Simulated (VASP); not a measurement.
Here is a VASP 6.6.1 calculation.

File INCAR:

```
ALGO = Normal
EDIFF = 1E-6
EDIFFG = -0.01
ENCUT = 600
GGA = PS
IBRION = 2
ISIF = 3
ISMEAR = 0
KPAR = 4
LASPH = True
LCHARG = False
LREAL = False
LWAVE = False
NELM = 80
NSW = 90
PREC = Accurate
SIGMA = 0.03
```

Contents of KPOINTS:

```
k-points
0
Gamma
  10 10 10
```

File POSCAR:

```
InSb
1.0
    0.0000000000      3.2391000000      3.2391000000
    3.2391000000      0.0000000000      3.2391000000
    3.2391000000      3.2391000000      0.0000000000
In Sb
1 1
Direct
    0.0000000000      0.0000000000      0.0000000000
    0.2500000000      0.2500000000      0.2500000000
```

Potentials or basis: VASP PAW PBE potentials, release 64 (In_d, Sb).

Command:

```bash
$ cat potpaw_PBE.64/In_d/POTCAR potpaw_PBE.64/Sb/POTCAR > POTCAR
$ mpirun -np 4 vasp_std > vasp.out
```

Estimate the space group after relaxing (to 0.05 Å).

F-43m (No. 216).

Estimate the relaxed volume.

34.66 Å³/atom.

Predict the band gap on the k mesh.

none (metal or under the smearing width).

What does it give for the relaxed cell?

a = 4.611 Å, b = 4.611 Å, c = 4.611 Å, α = 60.00°, β = 60.00°, γ = 60.00°.

Final structure:
```xyz
2
Lattice="0.0000 3.2603 3.2603 3.2603 0.0000 3.2603 3.2603 3.2603 0.0000" Properties=species:S:1:pos:R:3 pbc="T T T"
In    0.0000    0.0000    0.0000
Sb    1.6302    1.6302    1.6302
```

Caveat: the PAW data sets were made with another functional, which shifts forces and pressure a little; this crystal is a semiconductor, whose small gap the functional closes, so the metal is an error of the method. Zero-point motion and thermal expansion aren't in these numbers.
